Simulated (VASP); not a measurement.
# Zn (Im-3m) in VASP: further runs, part 2 of 7

VASP 6.6.1.

## 14. Equation of state, LDA, 14.99 Å³/atom

File INCAR:

```
PREC = Accurate
ENCUT = 650
EDIFF = 1E-7
ISMEAR = -1
SIGMA = 0.1
LREAL = F
LASPH = T
NELM = 100
ALGO = Normal
ISIF = 2
LWAVE = F
LCHARG = F
ADDGRID = F
```

File KPOINTS:

```
regular mesh
0
Gamma
  18 18 18
```

File POSCAR:

```
Zn
1.0
   -1.5531870578      1.5531870578      1.5531870578
    1.5531870578     -1.5531870578      1.5531870578
    1.5531870578      1.5531870578     -1.5531870578
Zn
1
Direct
    0.0000000000      0.0000000000      0.0000000000
```

Run with:

```sh
$ cat potpaw_LDA.64/Zn/POTCAR > POTCAR
$ mpirun -np 1 vasp_std > vasp.out
```

Wall time 12 s (1 thread of Intel Xeon Platinum 8488C (Sapphire Rapids), shared host); peak memory 0.15 GiB.

The run converged, but some of its settings lie outside the range that counts as converged, so its numbers aren't taken as properties of the crystal.

Results:

- Free energy: -1.7530 eV
- Pressure: -6.4 GPa
- Band gap on the k mesh: none (metal or under the smearing width)

## 15. Equation of state, LDA, 15.91 Å³/atom

INCAR is that of step 14.

KPOINTS is that of step 14.

File POSCAR:

```
Zn
1.0
   -1.5845730302      1.5845730302      1.5845730302
    1.5845730302     -1.5845730302      1.5845730302
    1.5845730302      1.5845730302     -1.5845730302
Zn
1
Direct
    0.0000000000      0.0000000000      0.0000000000
```

Potentials or basis: VASP PAW LDA potentials, release 64 (Zn).

Run with:

```sh
$ cat potpaw_LDA.64/Zn/POTCAR > POTCAR
$ mpirun -np 1 vasp_std > vasp.out
```

It took 12 s on 1 thread of Intel Xeon Platinum 8488C (Sapphire Rapids), shared host; peak memory 0.15 GiB.

These settings aren't checked as converged: the numbers below hold their error.

What came out:

* Free energy: -1.7075 eV
* Pressure: -9.2 GPa
* Band gap on the k mesh: none (metal or under the smearing width)

## 16. Equation of state, LDA, 14.99 Å³/atom

File INCAR:

```
PREC = Accurate
ENCUT = 220
EDIFF = 1E-7
ISMEAR = -1
SIGMA = 0.15
LREAL = F
LASPH = T
NELM = 100
ALGO = Normal
ISIF = 2
LWAVE = F
LCHARG = F
ADDGRID = F
```

File KPOINTS:

```
regular mesh
0
Gamma
  7 7 7
```

File POSCAR:

```
Zn
1.0
   -1.5531870578      1.5531870578      1.5531870578
    1.5531870578     -1.5531870578      1.5531870578
    1.5531870578      1.5531870578     -1.5531870578
Zn
1
Direct
    0.0000000000      0.0000000000      0.0000000000
```

Run with:

```sh
$ cat potpaw_LDA.64/Zn/POTCAR > POTCAR
$ mpirun -np 1 vasp_std > vasp.out
```

It took 1.4 s on 1 thread of Intel Xeon Platinum 8488C (Sapphire Rapids), shared host; peak memory 0.1 GiB.

The run converged, but a check on its numbers failed (symmetry, net force, bounds or a known fault of this set-up), so they aren't taken as properties of the crystal.

Caveat: the k mesh is coarse (spacing up to 0.41 Å⁻¹), so the values aren't converged; the cutoff lies under the usual one of these potentials, so the numbers hold a large basis-set error; the cell as given lies far from equilibrium.

## 17. Equation of state, LDA, 15.91 Å³/atom

INCAR is that of step 16.

KPOINTS is that of step 16.

File POSCAR:

```
Zn
1.0
   -1.5845730302      1.5845730302      1.5845730302
    1.5845730302     -1.5845730302      1.5845730302
    1.5845730302      1.5845730302     -1.5845730302
Zn
1
Direct
    0.0000000000      0.0000000000      0.0000000000
```

Run with:

```sh
$ cat potpaw_LDA.64/Zn/POTCAR > POTCAR
$ mpirun -np 1 vasp_std > vasp.out
```

Run time: 1.2 s. Hardware: 1 thread of Intel Xeon Platinum 8488C (Sapphire Rapids), shared host; peak memory 0.1 GiB.

The run converged, but a check on its numbers failed (symmetry, net force, bounds or a known fault of this set-up), so they aren't taken as properties of the crystal.

Caveat: the k mesh is coarse (spacing up to 0.40 Å⁻¹), so the values aren't converged; the cutoff lies under the usual one of these potentials, so the numbers hold a large basis-set error; the cell as given lies far from equilibrium.

## 18. Equation of state, LDA, 14.99 Å³/atom

INCAR, as its differences from that of step 17:

```diff
@@ -1,3 +1,3 @@
 PREC = Accurate
-ENCUT = 220
+ENCUT = 280
 EDIFF = 1E-7
```

KPOINTS is that of step 17.

File POSCAR:

```
Zn
1.0
   -1.5531870578      1.5531870578      1.5531870578
    1.5531870578     -1.5531870578      1.5531870578
    1.5531870578      1.5531870578     -1.5531870578
Zn
1
Direct
    0.0000000000      0.0000000000      0.0000000000
```

Potentials or basis: VASP PAW LDA potentials, release 64 (Zn).

Run with:

```sh
$ cat potpaw_LDA.64/Zn/POTCAR > POTCAR
$ mpirun -np 1 vasp_std > vasp.out
```

Run time: 1.4 s. Hardware: 1 thread of Intel Xeon Platinum 8488C (Sapphire Rapids), shared host; peak memory 0.1 GiB.

The run converged, but some of its settings lie outside the range that counts as converged, so its numbers aren't taken as properties of the crystal.

Results:

```yaml
Free_energy: -1.7923 eV
Band_gap_on_the_k_mesh: none (metal or under the smearing width)
```

Caveat: the k mesh is coarse (spacing up to 0.41 Å⁻¹), so the values aren't converged; the cutoff is under 1.25 times the usual one of these potentials, so pressure, stress and relaxed cells hold a basis-set (Pulay) error.

## 19. Equation of state, LDA, 15.91 Å³/atom

INCAR is that of step 18.

KPOINTS is that of step 18.

File POSCAR:

```
Zn
1.0
   -1.5845730302      1.5845730302      1.5845730302
    1.5845730302     -1.5845730302      1.5845730302
    1.5845730302      1.5845730302     -1.5845730302
Zn
1
Direct
    0.0000000000      0.0000000000      0.0000000000
```

Run with:

```sh
$ cat potpaw_LDA.64/Zn/POTCAR > POTCAR
$ mpirun -np 1 vasp_std > vasp.out
```

It took 1.4 s on 1 thread of Intel Xeon Platinum 8488C (Sapphire Rapids), shared host; peak memory 0.1 GiB.

The run converged, but some of its settings lie outside the range that counts as converged, so its numbers aren't taken as properties of the crystal.

What came out:

| Item | Value |
| --- | --- |
| Free energy | -1.7432 eV |
| Band gap on the k mesh | none (metal or under the smearing width) |

Caveat: the k mesh is coarse (spacing up to 0.40 Å⁻¹), so the values aren't converged; the cutoff is under 1.25 times the usual one of these potentials, so pressure, stress and relaxed cells hold a basis-set (Pulay) error.

## 20. Equation of state, LDA, 14.99 Å³/atom

INCAR, as its differences from that of step 19:

```diff
@@ -1,3 +1,3 @@
 PREC = Accurate
-ENCUT = 280
+ENCUT = 340
 EDIFF = 1E-7
```

KPOINTS is that of step 19.

File POSCAR:

```
Zn
1.0
   -1.5531870578      1.5531870578      1.5531870578
    1.5531870578     -1.5531870578      1.5531870578
    1.5531870578      1.5531870578     -1.5531870578
Zn
1
Direct
    0.0000000000      0.0000000000      0.0000000000
```

Run with:

```sh
$ cat potpaw_LDA.64/Zn/POTCAR > POTCAR
$ mpirun -np 1 vasp_std > vasp.out
```

Run time: 1.4 s. Hardware: 1 thread of Intel Xeon Platinum 8488C (Sapphire Rapids), shared host; peak memory 0.1 GiB.

The run converged, but some of its settings lie outside the range that counts as converged, so its numbers aren't taken as properties of the crystal.

What came out:

```yaml
Free_energy: -1.7963 eV
Pressure: -7.5 GPa
Band_gap_on_the_k_mesh: none (metal or under the smearing width)
```

Caveat: the k mesh is coarse (spacing up to 0.41 Å⁻¹), so the values aren't converged; the cutoff is under 1.25 times the usual one of these potentials, so pressure, stress and relaxed cells hold a basis-set (Pulay) error.

## 21. Equation of state, LDA, 15.91 Å³/atom

INCAR is that of step 20.

KPOINTS is that of step 20.

File POSCAR:

```
Zn
1.0
   -1.5845730302      1.5845730302      1.5845730302
    1.5845730302     -1.5845730302      1.5845730302
    1.5845730302      1.5845730302     -1.5845730302
Zn
1
Direct
    0.0000000000      0.0000000000      0.0000000000
```

Potentials or basis: VASP PAW LDA potentials, release 64 (Zn).

Run with:

```sh
$ cat potpaw_LDA.64/Zn/POTCAR > POTCAR
$ mpirun -np 1 vasp_std > vasp.out
```

Wall time 1.8 s (1 thread of Intel Xeon Platinum 8488C (Sapphire Rapids), shared host); peak memory 0.11 GiB.

The run converged, but some of its settings lie outside the range that counts as converged, so its numbers aren't taken as properties of the crystal.

Results:

* Free energy: -1.7469 eV
* Pressure: -10.2 GPa
* Band gap on the k mesh: none (metal or under the smearing width)

Caveat: the k mesh is coarse (spacing up to 0.40 Å⁻¹), so the values aren't converged; the cutoff is under 1.25 times the usual one of these potentials, so pressure, stress and relaxed cells hold a basis-set (Pulay) error.

## 22. Equation of state, LDA, 14.99 Å³/atom

INCAR, as its differences from that of step 21:

```diff
@@ -1,3 +1,3 @@
 PREC = Accurate
-ENCUT = 340
+ENCUT = 220
 EDIFF = 1E-7
```

File KPOINTS:

```
regular mesh
0
Gamma
  9 9 9
```

File POSCAR:

```
Zn
1.0
   -1.5531870578      1.5531870578      1.5531870578
    1.5531870578     -1.5531870578      1.5531870578
    1.5531870578      1.5531870578     -1.5531870578
Zn
1
Direct
    0.0000000000      0.0000000000      0.0000000000
```

Run with:

```sh
$ cat potpaw_LDA.64/Zn/POTCAR > POTCAR
$ mpirun -np 1 vasp_std > vasp.out
```

Run time: 1.5 s. Hardware: 1 thread of Intel Xeon Platinum 8488C (Sapphire Rapids), shared host; peak memory 0.1 GiB.

The run converged, but a check on its numbers failed (symmetry, net force, bounds or a known fault of this set-up), so they aren't taken as properties of the crystal.

Caveat: the cutoff lies under the usual one of these potentials, so the numbers hold a large basis-set error; the cell as given lies far from equilibrium.

## 23. Equation of state, LDA, 15.91 Å³/atom

INCAR is that of step 22.

KPOINTS is that of step 22.

File POSCAR:

```
Zn
1.0
   -1.5845730302      1.5845730302      1.5845730302
    1.5845730302     -1.5845730302      1.5845730302
    1.5845730302      1.5845730302     -1.5845730302
Zn
1
Direct
    0.0000000000      0.0000000000      0.0000000000
```

Run with:

```sh
$ cat potpaw_LDA.64/Zn/POTCAR > POTCAR
$ mpirun -np 1 vasp_std > vasp.out
```

Wall time 1.4 s (1 thread of Intel Xeon Platinum 8488C (Sapphire Rapids), shared host); peak memory 0.1 GiB.

The run converged, but a check on its numbers failed (symmetry, net force, bounds or a known fault of this set-up), so they aren't taken as properties of the crystal.

Caveat: the cutoff lies under the usual one of these potentials, so the numbers hold a large basis-set error; the cell as given lies far from equilibrium.

## 24. Equation of state, LDA, 14.99 Å³/atom

INCAR, as its differences from that of step 23:

```diff
@@ -1,3 +1,3 @@
 PREC = Accurate
-ENCUT = 220
+ENCUT = 460
 EDIFF = 1E-7
```

File KPOINTS:

```
regular mesh
0
Gamma
  7 7 7
```

File POSCAR:

```
Zn
1.0
   -1.5531870578      1.5531870578      1.5531870578
    1.5531870578     -1.5531870578      1.5531870578
    1.5531870578      1.5531870578     -1.5531870578
Zn
1
Direct
    0.0000000000      0.0000000000      0.0000000000
```

Potentials or basis: VASP PAW LDA potentials, release 64 (Zn).

Run with:

```sh
$ cat potpaw_LDA.64/Zn/POTCAR > POTCAR
$ mpirun -np 1 vasp_std > vasp.out
```

Wall time 2.1 s (1 thread of Intel Xeon Platinum 8488C (Sapphire Rapids), shared host); peak memory 0.11 GiB.

These settings aren't checked as converged: the numbers below hold their error.

What came out:

```
Free energy            : -1.7951 eV
Pressure               : -7.2 GPa
Band gap on the k mesh : none (metal or under the smearing width)
```

Caveat: the k mesh is coarse (spacing up to 0.41 Å⁻¹), so the values aren't converged.

## 25. Equation of state, LDA, 15.91 Å³/atom

INCAR is that of step 24.

KPOINTS is that of step 24.

File POSCAR:

```
Zn
1.0
   -1.5845730302      1.5845730302      1.5845730302
    1.5845730302     -1.5845730302      1.5845730302
    1.5845730302      1.5845730302     -1.5845730302
Zn
1
Direct
    0.0000000000      0.0000000000      0.0000000000
```

Run with:

```sh
$ cat potpaw_LDA.64/Zn/POTCAR > POTCAR
$ mpirun -np 1 vasp_std > vasp.out
```

Wall time 2.2 s (1 thread of Intel Xeon Platinum 8488C (Sapphire Rapids), shared host); peak memory 0.11 GiB.

These settings aren't checked as converged: the numbers below hold their error.

Results:

```
Free energy            : -1.7456 eV
Pressure               : -10.0 GPa
Band gap on the k mesh : none (metal or under the smearing width)
```

Caveat: the k mesh is coarse (spacing up to 0.40 Å⁻¹), so the values aren't converged.

## 26. Equation of state, LDA, 14.99 Å³/atom

INCAR, as its differences from that of step 25:

```diff
@@ -1,3 +1,3 @@
 PREC = Accurate
-ENCUT = 460
+ENCUT = 280
 EDIFF = 1E-7
```

File KPOINTS:

```
regular mesh
0
Gamma
  9 9 9
```

File POSCAR:

```
Zn
1.0
   -1.5531870578      1.5531870578      1.5531870578
    1.5531870578     -1.5531870578      1.5531870578
    1.5531870578      1.5531870578     -1.5531870578
Zn
1
Direct
    0.0000000000      0.0000000000      0.0000000000
```

Run with:

```sh
$ cat potpaw_LDA.64/Zn/POTCAR > POTCAR
$ mpirun -np 1 vasp_std > vasp.out
```

Run time: 1.6 s. Hardware: 1 thread of Intel Xeon Platinum 8488C (Sapphire Rapids), shared host; peak memory 0.1 GiB.

These settings aren't checked as converged: the numbers below hold their error.

What came out:

```yaml
Free_energy: -1.7460 eV
Band_gap_on_the_k_mesh: none (metal or under the smearing width)
```

Caveat: the cutoff is under 1.25 times the usual one of these potentials, so pressure, stress and relaxed cells hold a basis-set (Pulay) error.

## 27. Equation of state, LDA, 15.91 Å³/atom

INCAR is that of step 26.

KPOINTS is that of step 26.

File POSCAR:

```
Zn
1.0
   -1.5845730302      1.5845730302      1.5845730302
    1.5845730302     -1.5845730302      1.5845730302
    1.5845730302      1.5845730302     -1.5845730302
Zn
1
Direct
    0.0000000000      0.0000000000      0.0000000000
```

Potentials or basis: VASP PAW LDA potentials, release 64 (Zn).

Run with:

```sh
$ cat potpaw_LDA.64/Zn/POTCAR > POTCAR
$ mpirun -np 1 vasp_std > vasp.out
```

It took 1.6 s on 1 thread of Intel Xeon Platinum 8488C (Sapphire Rapids), shared host; peak memory 0.1 GiB.

These settings aren't checked as converged: the numbers below hold their error.

What came out:

| Property | Result |
| --- | --- |
| Free energy | -1.7022 eV |
| Band gap on the k mesh | none (metal or under the smearing width) |

Caveat: the cutoff is under 1.25 times the usual one of these potentials, so pressure, stress and relaxed cells hold a basis-set (Pulay) error.

## 28. Equation of state, LDA, 14.99 Å³/atom

INCAR, as its differences from that of step 27:

```diff
@@ -1,3 +1,3 @@
 PREC = Accurate
-ENCUT = 280
+ENCUT = 520
 EDIFF = 1E-7
```

File KPOINTS:

```
regular mesh
0
Gamma
  7 7 7
```

File POSCAR:

```
Zn
1.0
   -1.5531870578      1.5531870578      1.5531870578
    1.5531870578     -1.5531870578      1.5531870578
    1.5531870578      1.5531870578     -1.5531870578
Zn
1
Direct
    0.0000000000      0.0000000000      0.0000000000
```

Run with:

```sh
$ cat potpaw_LDA.64/Zn/POTCAR > POTCAR
$ mpirun -np 1 vasp_std > vasp.out
```

It took 2.2 s on 1 thread of Intel Xeon Platinum 8488C (Sapphire Rapids), shared host; peak memory 0.11 GiB.

The run converged, but some of its settings lie outside the range that counts as converged, so its numbers aren't taken as properties of the crystal.

What came out:

- Free energy: -1.7953 eV
- Pressure: -7.1 GPa
- Band gap on the k mesh: none (metal or under the smearing width)

Caveat: the k mesh is coarse (spacing up to 0.41 Å⁻¹), so the values aren't converged.

## 29. Equation of state, LDA, 15.91 Å³/atom

INCAR is that of step 28.

KPOINTS is that of step 28.

File POSCAR:

```
Zn
1.0
   -1.5845730302      1.5845730302      1.5845730302
    1.5845730302     -1.5845730302      1.5845730302
    1.5845730302      1.5845730302     -1.5845730302
Zn
1
Direct
    0.0000000000      0.0000000000      0.0000000000
```

Run with:

```sh
$ cat potpaw_LDA.64/Zn/POTCAR > POTCAR
$ mpirun -np 1 vasp_std > vasp.out
```

Wall time 2.2 s (1 thread of Intel Xeon Platinum 8488C (Sapphire Rapids), shared host); peak memory 0.11 GiB.

These settings aren't checked as converged: the numbers below hold their error.

What came out:

```yaml
Free_energy: -1.7458 eV
Pressure: -9.8 GPa
Band_gap_on_the_k_mesh: none (metal or under the smearing width)
```

Caveat: the k mesh is coarse (spacing up to 0.40 Å⁻¹), so the values aren't converged.

## 30. Equation of state, LDA, 14.99 Å³/atom

INCAR, as its differences from that of step 29:

```diff
@@ -1,3 +1,3 @@
 PREC = Accurate
-ENCUT = 520
+ENCUT = 220
 EDIFF = 1E-7
```

File KPOINTS:

```
regular mesh
0
Gamma
  11 11 11
```

File POSCAR:

```
Zn
1.0
   -1.5531870578      1.5531870578      1.5531870578
    1.5531870578     -1.5531870578      1.5531870578
    1.5531870578      1.5531870578     -1.5531870578
Zn
1
Direct
    0.0000000000      0.0000000000      0.0000000000
```

Potentials or basis: VASP PAW LDA potentials, release 64 (Zn).

Run with:

```sh
$ cat potpaw_LDA.64/Zn/POTCAR > POTCAR
$ mpirun -np 1 vasp_std > vasp.out
```

Run time: 1.6 s. Hardware: 1 thread of Intel Xeon Platinum 8488C (Sapphire Rapids), shared host; peak memory 0.1 GiB.

The run converged, but a check on its numbers failed (symmetry, net force, bounds or a known fault of this set-up), so they aren't taken as properties of the crystal.

Caveat: the cutoff lies under the usual one of these potentials, so the numbers hold a large basis-set error; the cell as given lies far from equilibrium.

## 31. Equation of state, LDA, 15.91 Å³/atom

INCAR is that of step 30.

KPOINTS is that of step 30.

File POSCAR:

```
Zn
1.0
   -1.5845730302      1.5845730302      1.5845730302
    1.5845730302     -1.5845730302      1.5845730302
    1.5845730302      1.5845730302     -1.5845730302
Zn
1
Direct
    0.0000000000      0.0000000000      0.0000000000
```

Run with:

```sh
$ cat potpaw_LDA.64/Zn/POTCAR > POTCAR
$ mpirun -np 1 vasp_std > vasp.out
```

Wall time 1.6 s (1 thread of Intel Xeon Platinum 8488C (Sapphire Rapids), shared host); peak memory 0.1 GiB.

The run converged, but a check on its numbers failed (symmetry, net force, bounds or a known fault of this set-up), so they aren't taken as properties of the crystal.

Caveat: the cutoff lies under the usual one of these potentials, so the numbers hold a large basis-set error; the cell as given lies far from equilibrium.

## 32. Equation of state, LDA, 14.99 Å³/atom

INCAR, as its differences from that of step 31:

```diff
@@ -1,3 +1,3 @@
 PREC = Accurate
-ENCUT = 220
+ENCUT = 340
 EDIFF = 1E-7
```

File KPOINTS:

```
regular mesh
0
Gamma
  9 9 9
```

File POSCAR:

```
Zn
1.0
   -1.5531870578      1.5531870578      1.5531870578
    1.5531870578     -1.5531870578      1.5531870578
    1.5531870578      1.5531870578     -1.5531870578
Zn
1
Direct
    0.0000000000      0.0000000000      0.0000000000
```

Run with:

```sh
$ cat potpaw_LDA.64/Zn/POTCAR > POTCAR
$ mpirun -np 1 vasp_std > vasp.out
```

Wall time 1.6 s (1 thread of Intel Xeon Platinum 8488C (Sapphire Rapids), shared host); peak memory 0.1 GiB.

These settings aren't checked as converged: the numbers below hold their error.

What came out:

| Quantity | Value |
| --- | --- |
| Free energy | -1.7498 eV |
| Pressure | -6.6 GPa |
| Band gap on the k mesh | none (metal or under the smearing width) |

Caveat: the cutoff is under 1.25 times the usual one of these potentials, so pressure, stress and relaxed cells hold a basis-set (Pulay) error.

(Continued in part 3 of 7.)
